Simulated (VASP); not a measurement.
Here is the system:

```xyz
5
Lattice="6.3045 0.0000 0.0000 0.0000 6.3045 0.0000 0.0000 0.0000 6.3045" Properties=species:S:1:pos:R:3 pbc="T T T"
Cs     0.0000     0.0000     0.0000
Pb     3.1522     3.1522     3.1522
I      3.1522     0.0000     3.1522
I      0.0000     3.1522     3.1522
I      3.1522     3.1522     0.0000
```

Calculation: r2SCAN meta-GGA, VASP's PBE PAW potentials (set 64) (plane waves; VASP 6.6.1). Settings: 520 eV cut-off, 4×4×4 Γ-centred mesh, tetrahedra with Blöchl corrections, potentials Cs_sv Pb_d I.

The cores are frozen, which limits the accuracy of field gradients.

**Question.** Give the principal components of the electric field gradient (V/Å²) and the asymmetry η at each nucleus.

**Answer.** 
```json
[
 {"atom": "Cs1", "Vxx": "0.0", "Vyy": "0.0", "Vzz": "0.0", "η": "-"},
 {"atom": "Pb2", "Vxx": "0.0", "Vyy": "0.0", "Vzz": "0.0", "η": "-"},
 {"atom": "I3", "Vxx": "-151.7", "Vyy": "-151.7", "Vzz": "303.3", "η": "0.00"},
 {"atom": "I4", "Vxx": "-151.7", "Vyy": "-151.7", "Vzz": "303.3", "η": "0.00"},
 {"atom": "I5", "Vxx": "-151.7", "Vyy": "-151.7", "Vzz": "303.3", "η": "0.00"}
]
```

The compound is CsPbI3 in the cubic perovskite structure, the ideal cubic form; the compound distorts at low or room temperature. It was relaxed first.
